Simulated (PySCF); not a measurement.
Set up this calculation in PySCF 2.14.0, as a Python script.

```
Task                                       : density of states
Functional                                 : PBEsol
Potentials or basis                        : DZVP-MOLOPT-SR/GTH-PBE (potentials made for PBE)
k mesh                                     : 12 × 12 × 12
Occupations                                : fermi-dirac, width 0.05 eV
Spin                                       : no spin polarisation
Symmetry                                   : yes
Density cutoff                             : 50 Ha
Exponents discarded below (exp_to_discard) : 0.02 1/bohr^2
Potentials                                 : Al GTH-PBE-q3
Gaussian width of the DOS                  : 0.15 eV
conv_tol                                   : 1e-07 Ha
max_cycle                                  : 60
Coulomb method                             : multigrid
```

The system is Al.

```
CELL_PARAMETERS angstrom
0.00000 2.02481 2.02481
2.02481 0.00000 2.02481
2.02481 2.02481 0.00000
ATOMIC_POSITIONS crystal
Al 0.00000 0.00000 0.00000
```

The input as run:

run.py

```python
import json
import numpy as np
from pyscf.pbc import gto, scf, dft, df

cell = gto.Cell()
cell.a = '''
  0.0000000000    2.0248050000    2.0248050000
  2.0248050000    0.0000000000    2.0248050000
  2.0248050000    2.0248050000    0.0000000000'''
cell.atom = '''
Al   0.0000000000    0.0000000000    0.0000000000'''
cell.unit = 'A'
cell.basis = 'DZVP-MOLOPT-SR-GTH-q3'
cell.pseudo = 'GTH-PBE-q3'
cell.ke_cutoff = 50  # hartree
cell.exp_to_discard = 0.02
cell.precision = 1e-08
cell.space_group_symmetry = True
cell.symmorphic = False
cell.max_memory = 2940  # MB
cell.verbose = 4
cell.build()

res = {}
kpts = cell.make_kpts([12, 12, 12], space_group_symmetry=True, time_reversal_symmetry=True)
cell.space_group_symmetry = False  # the mesh holds the operations; no search on the supercells of the integral code
mf = dft.KRKS(cell, kpts, xc='pbesol')
mf = mf.multigrid_numint()
mf = mf.smearing(sigma=0.00183747, method='fermi')  # hartree
mf.conv_tol = 1e-07
mf.max_cycle = 60

mf.kernel()
res.update(converged=bool(mf.converged), e_tot=mf.e_tot, nelec=cell.nelectron, nao=cell.nao, mesh=list(map(int, cell.mesh)), a=cell.lattice_vectors().tolist(), coords=cell.atom_coords().tolist(),
           mo_energy=[np.real(x).tolist() for x in mf.mo_energy], mo_occ=[np.real(x).tolist() for x in mf.mo_occ])
res.update(e_free=mf.e_free, e_zero=mf.e_zero)
res.update(kpts=kpts.kpts_scaled_ibz.tolist(), weights=kpts.weights_ibz.tolist())
res['parts'] = {k: float(np.real(v)) for k, v in mf.scf_summary.items() if np.isscalar(v)}
json.dump(res, open('results.json', 'w'))
if not mf.converged:
    raise SystemExit('SCF not converged')

print('levels (eV)')
for i, kp in enumerate(res['kpts'][:40]):
    print('k %7.4f %7.4f %7.4f  ' % tuple(kp), ' '.join('%.3f' % (x * 27.211386) for x in res['mo_energy'][i][:7]))

mf = mf.to_khf()  # unfold to the whole mesh
kpts = mf.kpts
# Mulliken populations
dm, s = np.asarray(mf.make_rdm1()), np.asarray(mf.get_ovlp())
sites = cell.aoslice_by_atom()[:, 2:]
tot = np.einsum('kij,kji->i', dm, s).real / len(kpts)
res['mulliken'] = [cell.atom_charge(i) - tot[a0:a1].sum() for i, (a0, a1) in enumerate(sites)]
print('Mulliken charges', np.round(res['mulliken'], 5))

# density of states, Gaussians of 0.15 eV
e = np.asarray(mf.mo_energy).real.reshape(1, -1) * 27.211386
ef = mf.get_fermi()
ef = np.max(ef) * 27.211386
x = np.arange(-15, 10.01, 0.1) + round(ef, 1)
dos = np.exp(-((x[:, None, None] - e) / 0.15) ** 2 / 2).sum(-1).T / (0.15 * np.sqrt(2 * np.pi) * len(kpts)) * 2
res.update(dos_e=x.tolist(), dos=dos.tolist())
for a, b in zip(x[::5], dos.T[::5]):
    print('%8.2f' % a, ' '.join('%9.4f' % y for y in b))

# density on a uniform mesh
grids = dft.gen_grid.UniformGrids(cell)
grids.mesh = [17, 17, 17]
grids.build()
ni = dft.numint.KNumInt()
rho = [ni.get_rho(cell, x, grids, kpts) for x in [dm]]
np.save('rho.npy', np.reshape(rho, (-1, *grids.mesh)))
res['done'] = True
json.dump(res, open('results.json', 'w'))
```

Potentials or basis: DZVP-MOLOPT-SR/GTH-PBE (potentials made for PBE).

Run with:

```console
$ OMP_NUM_THREADS=2 python -u run.py > log
```

Results of the run:

- Band gap on the k mesh: none (metal or under the smearing width)

Caveat: the basis of atomic orbitals isn't converged, which shifts pressures, moduli and gaps.

Wall time 49 s on 2 threads of Intel(R) Xeon(R) Platinum 8488C (Sapphire Rapids), with other jobs on the host, peak memory 2.5 GiB.
